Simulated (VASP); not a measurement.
# SrO (Fm-3m) in VASP: a series of runs

Runs on SrO. Level: PBE. Tasks: single point.

All numbers are computed with VASP 6.6.1; they aren't measurements. Logs are shortened: lines on timing, memory, paths and dates and some standing lists are left out, and cuts for length are marked.

## (1) The crystal as given

The structure is cubic, space group Fm-3m (No. 225). Conventional cell: a = 5.133 Å, b = 5.133 Å, c = 5.133 Å, α = 90.00°, β = 90.00°, γ = 90.00°. Sr (site symmetry m-3m) is surrounded by 6 O at 2.57 Å. O (site symmetry m-3m) is surrounded by 6 Sr at 2.57 Å.

## (2) Single point, PBE

The input, INCAR:

```
ALGO = Fast ; EDIFF = 1E-6
ENCUT = 500 ; GGA = PE
ISIF = 2 ; ISMEAR = 0
LASPH = T ; LCHARG = F
LREAL = F ; LWAVE = F
NELM = 60 ; PREC = Accurate
SIGMA = 0.05
```

The input, KPOINTS:

```
k-points
0
Gamma
  9 9 9
```

The input, POSCAR:

```
SrO
1.0
    0.0000000000      2.5663000000      2.5663000000
    2.5663000000      0.0000000000      2.5663000000
    2.5663000000      2.5663000000      0.0000000000
Sr O
1 1
Direct
    0.5000000000      0.5000000000      0.5000000000
    0.0000000000      0.0000000000      0.0000000000
```

Potentials or basis: VASP PAW PBE potentials, release 64 (Sr_sv, O).

Command:

```bash
$ cat potpaw_PBE.64/Sr_sv/POTCAR potpaw_PBE.64/O/POTCAR > POTCAR
$ mpirun -np 1 vasp_std > vasp.out
```

OUTCAR:

```text
EDIFF = 1E-6
   ENCUT = 500
   GGA = PE
   ISIF = 2
   ISMEAR = 0
   LASPH = T
   LREAL = F
   NELM = 60
   PREC = Accurate

 ion  position               nearest neighbor table
   1  0.500  0.500  0.500-   2 2.57   2 2.57   2 2.57   2 2.57   2 2.57   2 2.57
   2  0.000  0.000  0.000-   1 2.57   1 2.57   1 2.57   1 2.57   1 2.57   1 2.57

  LATTYP: Found a face centered cubic cell.
 ALAT       =     5.1326000000

  Lattice vectors:

 A1 = (   0.0000000000,   2.5663000000,   2.5663000000)
 A2 = (   2.5663000000,   0.0000000000,   2.5663000000)
 A3 = (   2.5663000000,   2.5663000000,   0.0000000000)

Analysis of symmetry for initial positions (statically):
=====================================================================
 Subroutine PRICEL returns:
 Original cell was already a primitive cell.

 Routine SETGRP: Setting up the symmetry group for a
 face centered cubic supercell.

 Subroutine GETGRP returns: Found 48 space group operations
 (whereof 48 operations were pure point group operations)
 out of a pool of 48 trial point group operations.

The static configuration has the point symmetry O_h .

Analysis of symmetry for dynamics (positions and initial velocities):
=====================================================================
 Subroutine PRICEL returns:
 Original cell was already a primitive cell.

 Routine SETGRP: Setting up the symmetry group for a
 face centered cubic supercell.

 Subroutine GETGRP returns: Found 48 space group operations
 (whereof 48 operations were pure point group operations)
 out of a pool of 48 trial point group operations.

The dynamic configuration has the point symmetry O_h .

 Subroutine INISYM returns: Found 48 space group operations
 (whereof 48 operations are pure point group operations),
 and found     1 'primitive' translations

----------------------------------------------------------------------------------------

                                     Primitive cell

  volume of cell :      33.8028

  direct lattice vectors                    reciprocal lattice vectors
     0.000000000  2.566300000  2.566300000    -0.194833028  0.194833028  0.194833028
     2.566300000  0.000000000  2.566300000     0.194833028 -0.194833028  0.194833028
     2.566300000  2.566300000  0.000000000     0.194833028  0.194833028 -0.194833028

  length of vectors
     3.629296265  3.629296265  3.629296265     0.337460704  0.337460704  0.337460704

  position of ions in fractional coordinates (direct lattice)
     0.500000000  0.500000000  0.500000000
     0.000000000  0.000000000  0.000000000

  ion indices of the primitive-cell ions
   primitive index   ion index
                 1           1
                 2           2

----------------------------------------------------------------------------------------

 KPOINTS: k-points

Automatic generation of k-mesh.
 Grid dimensions read from file:
 generate k-points for:    9    9    9

 Generating k-lattice:

  Cartesian coordinates                     Fractional coordinates (reciprocal lattice)
    -0.021648114  0.021648114  0.021648114     0.111111111  0.000000000  0.000000000
     0.021648114 -0.021648114  0.021648114     0.000000000  0.111111111  0.000000000
     0.021648114  0.021648114 -0.021648114     0.000000000  0.000000000  0.111111111

  Length of vectors
     0.037495634  0.037495634  0.037495634

  Shift w.r.t. Gamma in fractional coordinates (k-lattice)
     0.000000000  0.000000000  0.000000000

 Subroutine IBZKPT returns following result:
 ===========================================

 Found     35 irreducible k-points:

 Following reciprocal coordinates:
            Coordinates               Weight
  0.000000  0.000000  0.000000      1.000000
  0.111111  0.000000  0.000000      8.000000
  0.222222  0.000000  0.000000      8.000000
  0.333333  0.000000  0.000000      8.000000
  0.444444  0.000000  0.000000      8.000000
  0.111111  0.111111  0.000000      6.000000
[... 27 lines left out ...]
 -0.333333  0.444444  0.111111     24.000000
 -0.333333  0.444444  0.222222     24.000000
   k-points           NKPTS =     35   k-points in BZ     NKDIM =     35   number of bands    NBANDS=     12
   number of dos      NEDOS =    301   number of ions     NIONS =      2
   total plane-waves  NPLWV =  21952
   dimension x,y,z NGX =    28 NGY =   28 NGZ =   28
   dimension x,y,z NGXF=    56 NGYF=   56 NGZF=   56
   ions per type =               1   1
   NGX,Y,Z   is equivalent  to a cutoff of  12.83, 12.83, 12.83 a.u.
   NGXF,Y,Z  is equivalent  to a cutoff of  25.65, 25.65, 25.65 a.u.
 SYSTEM =  unknown system
   PREC   = accura    normal or accurate (medium, high low for compatibility)
   ISTART =      0    job   : 0-new  1-cont  2-samecut
   ICHARG =      2    charge: 1-file 2-atom 10-const
   ISPIN  =      1    spin polarized calculation?
   LNONCOLLINEAR =      F non collinear calculations
   LSORBIT =      F    spin-orbit coupling
   LASPH  =      T    aspherical Exc in radial PAW
   ENCUT  =  500.0 eV  36.75 Ry    6.06 a.u.   6.62  6.62  6.62*2*pi/ulx,y,z
   NELM   =     60;   NELMIN=  2; NELMDL= -5     # of ELM steps
   EDIFF  = 0.1E-05   stopping-criterion for ELM
   LREAL  =      F    real-space projection
   EDIFFG = 0.1E-04   stopping-criterion for IOM
   NSW    =      0    number of steps for IOM
   IBRION =     -1    ionic relax: 0-MD 1-quasi-New 2-CG
   NFREE  =      0    steps in history (QN), initial steepest desc. (CG)
   ISIF   =      2    stress and relaxation
   ISYM   =      2    0-nonsym 1-usesym 2-fastsym
   POTIM  = 0.5000    time-step for ionic-motion
   TEBEG  =    0.0;   TEEND  =   0.0 temperature during run
   PSTRESS=    0.0 pullay stress
   NELECT =      16.0000    total number of electrons
   NUPDOWN=      -1.0000    fix difference up-down
   EMIN   =  10.00;   EMAX   =-10.00  energy-range for DOS
   EFERMI =   0.00;   METHOD = LEGACY
   ISMEAR =     0;   SIGMA  =   0.05  broadening in eV -4-tet -1-fermi 0-gaus
   EFERMI_NEDOS =   21; number of points for ismear=-14 and -15
   IALGO  =     68    algorithm
   IMIX   =      4    mixing-type and parameters
     AMIX     =   0.40;   BMIX     =  1.00
     AMIX_MAG =   1.60;   BMIX_MAG =  1.00
  volume/ion in A,a.u.               =      16.90       114.06
  Fermi-wavevector in a.u.,A,eV,Ry     =   1.275843  2.410995 22.147245  1.627777
  Thomas-Fermi vector in A             =   2.408533
   LORBIT       =      0    0 simple, 1 ext, 2 COOP (PROOUT), +10 PAW based schemes
   GGA     = PE    functional components
   LHFCALC =     F    Hartree Fock is set to
   AEXX    =    0.0000 exact exchange contribution
   IVDW    =     0    specifies the selected vdW correction
   LEPSILON=     F    determine dielectric tensor
   LRPA    =     F    only Hartree local field effects (RPA)
 non-spin polarized calculation
 RMM-DIIS sequential band-by-band and
 Gauss-broadening in eV      SIGMA  =   0.05
  energy-cutoff  :      500.00
  volume of cell :       33.80
 maximum number of plane-waves:       881
   NGX = 13   NGY = 13   NGZ = 13

 number of electron      15.9999996 magnetization

 Free energy of the ion-electron system (eV)
  ---------------------------------------------------
  ext. energy  EPLUGINS =         0.00000000
  ---------------------------------------------------
  free energy    TOTEN  =       -12.03709514 eV

  energy without entropy =      -12.03709514  energy(sigma->0) =      -12.03709514

 E-fermi :   1.9415     XC(G=0): -10.0523

 val. band max:        1.6898886742   @ k =   0.0000   0.0000   0.0000
 cond. band min:       5.0092854348   @ k =   0.4444   0.4444   0.0000
 fundamental gap:      3.3193967606
 Fermi energy:         1.9415396578

 k-point     1 :       0.0000    0.0000    0.0000
  band No.  band energies     occupation
      1     -30.6807      2.00000
      2     -13.4069      2.00000
      3     -12.3126      2.00000
      4     -12.3126      2.00000
      5     -12.3126      2.00000
      6       1.6899      2.00000
      7       1.6899      2.00000
      8       1.6899      2.00000
      9       5.7122      0.00000
     10       7.9122      0.00000
     11       7.9122      0.00000
     12       7.9122      0.00000

 k-point     2 :       0.1111    0.0000    0.0000
  band No.  band energies     occupation
      1     -30.6644      2.00000
      2     -13.7123      2.00000
      3     -12.3225      2.00000
      4     -12.3225      2.00000
      5     -12.0473      2.00000
      6       1.3197      2.00000
      7       1.5296      2.00000
      8       1.5296      2.00000
      9       6.2769      0.00000
     10       7.7854      0.00000
     11       8.1563      0.00000
     12       8.1563      0.00000

 k-point     3 :       0.2222    0.0000    0.0000
  band No.  band energies     occupation
      1     -30.6229      2.00000
      2     -14.2291      2.00000
      3     -12.3473      2.00000
      4     -12.3473      2.00000
      5     -11.6318      2.00000
      6       0.5896      2.00000
      7       1.1609      2.00000
      8       1.1609      2.00000
      9       7.5312      0.00000
     10       7.7332      0.00000
     11       8.8352      0.00000
     12       8.8352      0.00000
[... 451 lines left out ...]
 k-point    34 :      -0.3333    0.4444    0.1111
  band No.  band energies     occupation
      1     -30.4979      2.00000
      2     -14.0580      2.00000
      3     -13.1275      2.00000
      4     -12.7559      2.00000
      5     -11.8881      2.00000
      6       0.7458      2.00000
      7       1.2302      2.00000
      8       1.2611      2.00000
      9       6.4721      0.00000
     10       9.2834      0.00000
     11      10.3114      0.00000
     12      12.7793      0.00000

 k-point    35 :      -0.3333    0.4444    0.2222
  band No.  band energies     occupation
      1     -30.4994      2.00000
      2     -14.1644      2.00000
      3     -12.9362      2.00000
      4     -12.9291      2.00000
      5     -11.7295      2.00000
      6       0.5421      2.00000
      7       1.1476      2.00000
      8       1.2746      2.00000
      9       7.2740      0.00000
     10       8.2982      0.00000
     11      10.4027      0.00000
     12      13.0415      0.00000

------------------------ aborting loop because EDIFF is reached ----------------------------------------

  FORCE on cell =-STRESS in cart. coord.  units (eV):
  Direction    XX          YY          ZZ          XY          YZ          ZX
  --------------------------------------------------------------------------------------
  -------------------------------------------------------------------------------------
  Total        0.8149709      0.8149709      0.8149709      0.0000000      0.0000000      0.0000000
  in kB       38.6278411     38.6278411     38.6278411      0.0000000      0.0000000      0.0000000
  external PRESSURE =      38.6278411 kB  Pullay stress =       0.0000000 kB

 VOLUME and BASIS-vectors are now :
 -----------------------------------------------------------------------------
  energy-cutoff  :      500.00
  volume of cell :       33.80
      direct lattice vectors                 reciprocal lattice vectors
     0.000000000  2.566300000  2.566300000    -0.194833028  0.194833028  0.194833028
     2.566300000  0.000000000  2.566300000     0.194833028 -0.194833028  0.194833028
     2.566300000  2.566300000  0.000000000     0.194833028  0.194833028 -0.194833028

 POSITION                                       TOTAL-FORCE (eV/Angst)
 -----------------------------------------------------------------------------------
      2.56630      2.56630      2.56630        -0.000000     -0.000000     -0.000000
      0.00000      0.00000      0.00000         0.000000      0.000000      0.000000
 -----------------------------------------------------------------------------------
    total drift:                                0.000000      0.000000      0.000000

  FREE ENERGIE OF THE ION-ELECTRON SYSTEM (eV)
  ---------------------------------------------------
  free  energy   TOTEN  =       -12.0370951369 eV

  energy  without entropy=      -12.0370951369  energy(sigma->0) =      -12.03709514
```

It took 15 s on 1 thread of AMD EPYC 9R45 (Zen 5), shared host; peak memory 0.12 GiB.

Results:

```yaml
Free_energy: -12.0371 eV
Pressure: 3.9 GPa
Band_gap_on_the_k_mesh: 3.32 eV, indirect (least direct gap 3.41 eV)
```

Caveat: an odd mesh through Γ misses points on the zone boundary, where band edges often lie.

## (3) Single point, PBE

The input, run.py:

```python
from ase.calculators.vasp import Vasp
from ase.dft.bandgap import bandgap
from ase.io import read

atoms = read('SrO.xyz')
calc = Vasp(
    directory='calc',
    xc='pbe',
    pp='PBE',
    setups='minimal',
    prec='Accurate',
    encut=500,
    ediff=1e-07,
    ismear=0,
    sigma=0.05,
    lreal=False,
    lasph=True,
    nelm=80,
    algo='Fast',
    isif=2,
    lwave=False,
    lcharg=False,
    kpts=[9, 9, 9],
    gamma=True,
    nbands=15,
)
atoms.calc = calc

print('energy (eV):', atoms.get_potential_energy())
print('free energy (eV):', atoms.get_potential_energy(force_consistent=True))
print('forces (eV/A):')
print(atoms.get_forces())
print('stress (eV/A^3, Voigt):', atoms.get_stress())
print('Fermi level (eV):', calc.get_fermi_level())
gap, top, bottom = bandgap(calc)
print('band gap (eV):', gap, 'from (spin, k, band)', top, 'to', bottom)
```

The input, SrO.xyz:

```xyz
2
Lattice="0.0000000000 2.5663000000 2.5663000000 2.5663000000 0.0000000000 2.5663000000 2.5663000000 2.5663000000 0.0000000000" Properties=species:S:1:pos:R:3 pbc="T T T"
Sr     2.5663000000      2.5663000000      2.5663000000
O      0.0000000000      0.0000000000      0.0000000000
```

Potentials or basis: VASP PAW PBE potentials, release 64 (Sr_sv, O).

Command:

```bash
$ python run.py
```

Wall time 22 s (1 thread of AMD EPYC 9R45 (Zen 5), shared host); peak memory 0.13 GiB.

The run converged. Its results:

| Item | Value |
| --- | --- |
| Free energy | -12.0371 eV |
| Pressure | 3.9 GPa |
| Band gap on the k mesh | 3.32 eV, indirect (least direct gap 3.41 eV) |

Levels at points of the mesh, in eV from the valence-band top:
| k point | band 5 | band 6 | band 7 | band 8 | band 9 | band 10 | band 11 | band 12 |
| --- | --- | --- | --- | --- | --- | --- | --- | --- |
| (0.00, 0.00, 0.00) | -14.00 | 0.00 | 0.00 | 0.00 | 4.02 | 6.22 | 6.22 | 6.22 |

Caveat: an odd mesh through Γ misses points on the zone boundary, where band edges often lie. A hybrid or GW would open this gap; PBE tends to underestimate it.

## (4) For comparison

An earlier run on the cell as given: functional PBEsol; potentials or basis VASP PAW PBE potentials, release 64 (Sr_sv, O); cutoff 520 eV; k mesh 9 × 9 × 9; occupations fermi-dirac, width 0.05 eV; no spin polarisation.

- Pressure: 0.1 GPa
- Band gap on the k mesh: 3.21 eV, indirect (least direct gap 3.30 eV)
